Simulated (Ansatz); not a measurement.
Structure optimisation: aluminium, omega (AlB2-type)

Theory: DFT, PBE, plane waves (420 eV) with PAW, scalar-relativistic (Ansatz).

k-point mesh 8×8×11, Fermi-Dirac smearing 0.1 eV, no spin polarisation. Cell and atoms relax.

Starting structure:

```cif
data_structure
_symmetry_space_group_name_H-M 'P 1'
_symmetry_Int_Tables_number 1
_cell_length_a 4.5439
_cell_length_b 4.5439
_cell_length_c 2.7854
_cell_angle_alpha 90.000
_cell_angle_beta 90.000
_cell_angle_gamma 120.000
_cell_volume 49.81
loop_
_atom_site_label
_atom_site_type_symbol
_atom_site_fract_x
_atom_site_fract_y
_atom_site_fract_z
_atom_site_occupancy
Al1 Al 0.00000 0.00000 0.00000 1
Al2 Al 0.33333 0.66667 0.50000 1
Al3 Al 0.66667 0.33333 0.50000 1
```

Problem. What cell does the relaxation end in?

Solution. P6/mmm with a = 4.584 Å, c = 2.836 Å (c/a = 0.619); 17.20 Å³ per atom against 16.60 at the start (3.6 %).

Problem. How much energy does the relaxation gain?

Solution. 4.9 meV per atom.
